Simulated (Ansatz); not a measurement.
Nuclear-site quantities of CdSe as the cell is scaled

```
Cd Se
1.0
     0.00000    3.07027    3.07027
     3.07027    0.00000    3.07027
     3.07027    3.07027    0.00000
Cd Se
1 1
Direct
  0.00000 0.00000 0.00000
  0.25000 0.25000 0.25000
```

Atom numbers follow the list: Cd1, Se2.

The cell is the one relaxed in the Materials Project (mp-2691), not relaxed further here; entries there can be hypothetical.

Computed with DFT, LDA, all-electron PAW with datasets made for the crystal, scalar-relativistic (Ansatz 0.2.0).

The runs use a Γ-centred 8×8×8 k mesh, Fermi–Dirac smearing of 0.03 eV, cutoff 240 eV (chosen by the program for this cell), no spin polarisation.

The contact density is the mean electron density over the nuclear volume; its changes follow the s electrons' response to bonding and compression. Changes below are taken from the unscaled cell, where it is 1.03168e+06 e/Å³ at Cd1, 261689 e/Å³ at Se2.

| V/V(cell) | P (GPa) | Δρ(0) Cd1 (e/Å³) | Δρ(0) Se2 (e/Å³) |
| --- | --- | --- | --- |
| 0.9400 | -0.2 | 2.12 | -1.78 |
| 0.9405 | -0.2 | 2.11 | -1.76 |
| 0.9600 | -1.3 | ? | -1.16 |
| 0.9800 | -2.4 | 0.62 | -0.59 |
| 0.9900 | -2.8 | 0.29 | -0.29 |
| 1.0000 | -3.2 | 0.00 | 0.00 |
| 1.0100 | -3.7 | ? | 0.29 |
| 1.0200 | -4.0 | -0.55 | ? |
| 1.0400 | -4.7 | -1.01 | 1.14 |
| 1.0600 | -5.4 | -1.40 | 1.69 |

Question: Fill in "Δρ(0) Se2 (e/Å³)" for the row "1.0200".

Answer: 0.57.

Question: Give the missing entry: row "0.9600", column "Δρ(0) Cd1 (e/Å³)".

Answer: 1.38.

Question: Give the missing entry: row "1.0100", column "Δρ(0) Cd1 (e/Å³)".

Answer: -0.28.

The datasets are made afresh for each cell, so very small changes are uncertain.
